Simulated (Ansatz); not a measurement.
# GaAs: the cost of one run

Computed with Ansatz 0.2.0 (DFT PBEsol, scalar-relativistic, plane waves, PAW, unless a step's input says otherwise).

2 further runs of the same task are left out: 2 set aside as unsound or not needed.

## (1) The starting structure

It takes space group F-43m (No. 216, cubic). The conventional cell has a = 5.659 Å, b = 5.659 Å, c = 5.659 Å, α = 90.00°, β = 90.00°, γ = 90.00°. Ga (site symmetry -43m) is surrounded by 4 As at 2.45 Å. Around As (site symmetry -43m) lie 4 Ga at 2.45 Å.

As a file:

```xyz
2
Lattice="0.0000 2.8296 2.8296 2.8296 0.0000 2.8296 2.8296 2.8296 0.0000" Properties=species:S:1:pos:R:3 pbc="T T T"
Ga    0.0000    0.0000    0.0000
As    4.2443    4.2443    4.2443
```

This cell was relaxed beforehand with the same method: volume 22.65 Å³/atom, gap on the mesh 0.42 eV.

## (2) Relaxing at 16 GPa

What is minimised here is the enthalpy; the energy can go up as the cell is squeezed.

input.yaml reads:

```yaml
crystal:
  lattice:
    - [0.0, 2.8295586673, 2.8295586673]
    - [2.8295586673, 0.0, 2.8295586673]
    - [2.8295586673, 2.8295586673, 0.0]
  atoms:
    - { symbol: Ga, position: [0.0, 0.0, 0.0] }
    - { symbol: As, position: [0.75, 0.75, 0.75] }
basis:
  ecutwfc: 420
kpoints:
  mp_grid: { grid: [12, 12, 12] }
hamiltonian:
  xc: pbesol
scf:
  occupations: { method: fixed }
output:
  forces: true
  stress: true
  eigenvalues: true
relax:
  adjacent_minimum: "off"
  f_tol: 0.001
  max_steps: 60
  cell: { stress_tol: 0.02, p_target: 16.0 }
```

On the command line:

```console
$ ansatz run input.yaml --threads 1 --pin off --max-ram 3072MiB --backend cpu --events-out ev --progress --plain --runs-dir out
```

What time and memory should one allow on 1 thread of Arm Neoverse V1, shared host?

About 33 s, with a peak of 0.37 GiB.
